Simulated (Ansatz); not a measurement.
Runs of Ansatz 0.2.0 on Re. Symmetry: P6_3/mmc, No. 194, hexagonal system. The conventional cell has a = 2.761 Å, b = 2.761 Å, c = 4.458 Å, α = 90.00°, β = 90.00°, γ = 120.00°. Re (site symmetry -6m2) is surrounded by 12 Re at 2.74 to 2.76 Å. 

```csv
task,level,spin,cell,k mesh,points for each segment of the path,gap on the mesh (eV),pressure (GPa),relaxed volume (Å³/atom)
relaxation of cell and atoms,LDA,off,relaxed,11 × 11 × 6,-,-,0.0,14.33
band structure,PBEsol,"SOC, no magnetisation",as given,8 × 8 × 5,14,none,-3.6,-
band structure,RPBE,off,as given,11 × 11 × 6,14,none,9.9,-
relaxation of cell and atoms,PBEsol+D3(BJ),off,relaxed,11 × 11 × 6,-,-,0.0,14.27
band structure,LDA,"SOC, no magnetisation",as given,8 × 8 × 5,14,none,-9.4,-
relaxation of cell and atoms,revPBE,off,relaxed,11 × 11 × 6,-,-,0.0,(b)
relaxation of cell and atoms,PBEsol+D4,off,relaxed,11 × 11 × 6,-,-,0.0,(a)
relaxation of cell and atoms,BLYP,off,relaxed,11 × 11 × 6,-,-,0.0,15.53
relaxation of cell and atoms,RPBE,off,relaxed,11 × 11 × 6,-,-,0.0,15.11
relaxation of cell and atoms,RPBE+D4,off,relaxed,11 × 11 × 6,-,none,0.0,14.60
band structure,PBEsol,off,as given,11 × 11 × 6,14,none,-4.2,-
relaxation of cell and atoms,PBEsol,off,relaxed,11 × 11 × 6,-,-,0.0,14.55
```

Alike in all rows: potentials or basis Ansatz PAW; cutoff (eV) 420; smearing fermi-dirac 0.05 eV.

Problem. Fill in the values left out.

Solution. (a) 14.40; (b) 15.07.

Caveats: the PAW data sets come from PBE, with cores solved anew for the run's functional, which leaves a small shift of forces and pressure; the plane-wave basis is chosen anew once the cell has moved, so the energies of steps on either side of that aren't comparable (some runs); spin-orbit coupling is left out, which moves the levels of the heavy elements (some runs); pairwise dispersion overbinds metals, which lowers pressure and volume (some runs).

A k mesh can miss the band edges, and rows without SOC leave out spin-orbit coupling on Re.

A gap of «none» marks a metal or a gap under the smearing width.

Runs at the PBE level aren't shown here.
